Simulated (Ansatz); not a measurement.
Input and command of a plane-wave DFT calculation in Ansatz:

```yaml
crystal:
  lattice:
    - [5.0605222284, 0.0, 0.0]
    - [-2.5302611142, 4.3825408062, 0.0]
    - [0.0, 0.0, 5.54135331]
  atoms:
    - { symbol: Si, position: [0.0, 0.5, 0.3333333333] }
    - { symbol: Si, position: [0.5, 0.5, 0.6666666667] }
    - { symbol: Si, position: [0.5, 0.0, 0.0] }
    - { symbol: O, position: [0.58278926, 0.79139463, 0.8333333333] }
    - { symbol: O, position: [0.79139463, 0.58278926, 0.5] }
    - { symbol: O, position: [0.79139463, 0.20860537, 0.1666666667] }
    - { symbol: O, position: [0.41721074, 0.20860537, 0.8333333333] }
    - { symbol: O, position: [0.20860537, 0.41721074, 0.5] }
    - { symbol: O, position: [0.20860537, 0.79139463, 0.1666666667] }
basis:
  ecutwfc: 500
kpoints:
  mp_grid: { grid: [6, 6, 4] }
hamiltonian:
  xc: r2scan
scf:
  occupations: { method: gaussian, width: 0.02 }
output:
  forces: true
  stress: true
  eigenvalues: true
```

```bash
ansatz run input.yaml --threads 2 --pin off --max-ram 5120MiB --backend cpu --events-out ev --progress --plain --runs-dir out
```

Processor: Intel(R) Xeon(R) Platinum 8259CL CPU @ 2.50GHz (Skylake/Cascade Lake), 2 threads, on a host shared with other jobs.

Question: Estimate time, memory and problem size.

Answer: About 12 s on 2 threads of Intel(R) Xeon(R) Platinum 8259CL CPU @ 2.50GHz (Skylake/Cascade Lake), on a shared host, peak memory 0.69 GiB. It solves 33 bands at 21 k points (the mesh reduced by the symmetry that the task leaves, which can be less than the crystal's) with about 3147 plane waves, in 7 SCF iterations.
